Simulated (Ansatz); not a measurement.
Be under changes of volume

One of the cells (8.105 Å³/atom); the others are scaled copies at fixed shape and fractional positions:

```xyz
2
Lattice="2.2853 0.0000 0.0000 -1.1426 1.9791 0.0000 0.0000 0.0000 3.5842" Properties=species:S:1:pos:R:3 pbc="T T T"
Be    1.1427    0.6597    2.6882
Be    0.0000    1.3194    0.8961
```

* Program: Ansatz 0.2.0
* Functional: PBE
* Potentials or basis: Ansatz PAW
* Cutoff: 420 eV (not typed: the program's choice for these potentials)
* k mesh: 13 × 13 × 8
* Occupations: fermi-dirac, width 0.05 eV
* Spin: no spin polarisation

| volume (Å³/atom) | energy over the lowest point (meV/atom) | pressure (GPa) |
| --- | --- | --- |
| 7.619 | ? | ? |
| 7.781 | 0.85 | 2.2 |
| 7.943 | 0.00 | -0.4 |
| 8.105 | 1.67 | -2.8 |
| 8.268 | 5.64 | -5.0 |
| 8.430 | 11.73 | -7.0 |
| 8.592 | 19.74 | -8.8 |

**Question.** What does the run at 7.619 Å³/atom give?

**Answer.** Energy over the lowest point 4.44 meV/atom; pressure 5.0 GPa.

Worked out: A Birch-Murnaghan fit of order 3 (a polynomial in V^(-2/3)) to the other rows has its minimum at 7.91 Å³/atom with B0 = V·E''(V) = 123 GPa and B' = 3.2 at fixed shape and positions, which overstates the stiffness. It gives 4.42 meV/atom at 7.619 Å³/atom, against the run's 4.44, and -dE/dV = 5.0 GPa, against 5.0.

Energies are extrapolated to zero smearing.
